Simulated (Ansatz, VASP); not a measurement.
## MgS: VASP beside Ansatz

POSCAR

```
MgS
1.0
    0.0000000000      2.9158031465      2.9158031465
    2.9158031465      0.0000000000      2.9158031465
    2.9158031465      2.9158031465      0.0000000000
Mg S
1 1
Direct
    0.0000000000      0.0000000000      0.0000000000
    0.2500000000      0.2500000000      0.2500000000
```

File INCAR.step1:

```
SYSTEM = MgS
  PREC = Accurate
  ENCUT = 520
  ISMEAR = 0
  SIGMA = 0.01
  LREAL = .False.
  LASPH = .True.
  NELM = 100
  NBANDS = 11
  GGA = PE
  ALGO = Normal
  EDIFF = 1E-4
  LWAVE = .True.
  LCHARG = .False.
```

The input INCAR.step2:

```
SYSTEM = MgS
  PREC = Accurate
  ENCUT = 520
  EDIFF = 1E-6
  ISMEAR = 0
  SIGMA = 0.01
  LREAL = .False.
  LASPH = .True.
  NELM = 100
  ALGO = Normal
  ISIF = 2
  LWAVE = .False.
  LCHARG = .False.
  METAGGA = R2SCAN
  LMIXTAU = .True.
  NBANDS = 11
  ISTART = 1
```

KPOINTS

```
Automatic mesh
0
Gamma
  8 8 8
  0 0 0
```

Input for Ansatz:

```yaml
crystal:
  lattice:
    - [0.0, 2.9158031465, 2.9158031465]
    - [2.9158031465, 0.0, 2.9158031465]
    - [2.9158031465, 2.9158031465, 0.0]
  atoms:
    - { symbol: Mg, position: [0.0, 0.0, 0.0] }
    - { symbol: S, position: [0.25, 0.25, 0.25] }
kpoints:
  mp_grid: { grid: [8, 8, 8] }
  band_path:
    path:
      - [0.0, 0.0, 0.0]
      - [-0.5, -0.5, 0.0]
      - [-0.375, -0.375, 0.25]
      - [-0.375, 0.0, 0.375]
      - [0.0, 0.0, 0.5]
      - [-0.5, -0.25, 0.25]
    npoints: 1
hamiltonian:
  xc: r2scan
scf:
  occupations: { method: fixed }
  n_extra_bands: 4
output:
  forces: true
  stress: true
  eigenvalues: true
```

Change from the starting cell: hydrostatic strain +3.0%.

Alike in both runs: task single point; functional r2SCAN; k mesh 8 × 8 × 8; no spin polarisation.

|  | VASP | Ansatz |
| --- | --- | --- |
| version | VASP 6.6.1 | Ansatz 0.2.0 |
| potentials or method | VASP PAW PBE potentials, release 64 (Mg, S) | plane waves, PAW |
| plane-wave cutoff (eV) | 520 | 500 |
| occupations | gaussian, width 0.01 eV | fixed |
| valence electrons in the cell | 8 | 16 |

VASP gave:

* gap on the k mesh at the Fermi level (eV): 3.67
* pressure (GPa): -4.7

Estimate Ansatz's values.

gap on the k mesh at the Fermi level (eV): 3.69; pressure (GPa): -4.4.

The two sets of potentials don't hold the same shells in valence.

Caveats: the PAW data sets were made with another functional, which shifts forces and pressure a little (VASP).
